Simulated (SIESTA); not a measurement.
**C under changes of volume**

One of the cells (5.672 Å³/atom); the others are scaled copies at fixed shape and fractional positions:

```
CELL_PARAMETERS angstrom
0.00000 1.78337 1.78337
1.78337 0.00000 1.78337
1.78337 1.78337 0.00000
ATOMIC_POSITIONS crystal
C 0.75000 0.75000 0.75000
C 0.50000 0.50000 0.50000
```

This isn't the form of C at room conditions, which is graphite.

- Program: SIESTA 5.4.2
- Functional: BLYP
- Potentials or basis: PseudoDojo 0.4 standard (PBE files)
- Basis: DZP (energy shift 0.003 Ry)
- Grid cutoff: 500 Ry
- Energy shift: 0.003 Ry
- k mesh: 13 × 13 × 13
- Occupations: fermi-dirac, width 0.05 eV
- Spin: no spin polarisation

```csv
volume (Å³/atom),energy over the lowest point (meV/atom),pressure (GPa),gap on the mesh (eV)
5.332,110.30,57.6,4.69
5.445,73.86,45.6,4.64
5.558,?,?,?
5.672,24.47,24.8,4.53
5.785,10.27,15.5,4.48
5.899,2.32,7.1,4.43
6.012,0.00,-0.5,4.38
```

**Question.** What does the run at 5.558 Å³/atom give?

**Answer.** Energy over the lowest point 45.49 meV/atom; pressure 34.8 GPa; gap on the mesh 4.58 eV.

Worked out: A Birch-Murnaghan fit of order 3 (a polynomial in V^(-2/3)) to the other rows has its minimum at 6.00 Å³/atom with B0 = V·E''(V) = 390 GPa and B' = 3.7. It gives 45.54 meV/atom at 5.558 Å³/atom, against the run's 45.49, and -dE/dV = 34.8 GPa, against 34.8. A straight line through the other rows of the gap, of slope -2.59 eV per unit of ln V, gives 4.58 eV, against the run's 4.58.

Energies are extrapolated to zero smearing.

Caveats: the potentials were made for another functional, which shifts forces and pressure; an odd mesh through Γ misses points on the zone boundary, where band edges often lie; the basis of atomic orbitals isn't converged, which shifts pressures, moduli and gaps.
